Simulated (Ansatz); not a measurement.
AlSb (F-43m), PBEsol with spin-orbit coupling, rigid bands run with Ansatz (a program for electronic structure): N_v = 1.26e19 cm⁻³ at 300 K and a hole conductivity mass of 0.394 mₑ.

**Question.** For 1e17 holes per cm³ at 300 K, place the Fermi level, estimate the Seebeck coefficient of a parabolic band with constant τ, and give mobility and conductivity for τ = 5 fs.

**Answer.** The level lies k_BT ln(N_v/p) = 0.125 eV above the valence-band maximum. S ≈ +(k_B/e)[ln(N_v/p) + 5/2] = 632 μV/K, against 630 μV/K from the full bands (mean over directions). μ = eτ/m = 22.3 cm²/(V·s) and σ = peμ = 0.358 S/cm. τ is assumed, not computed.

Band transport and this doping are assumed; polarons and phonon drag are left out.
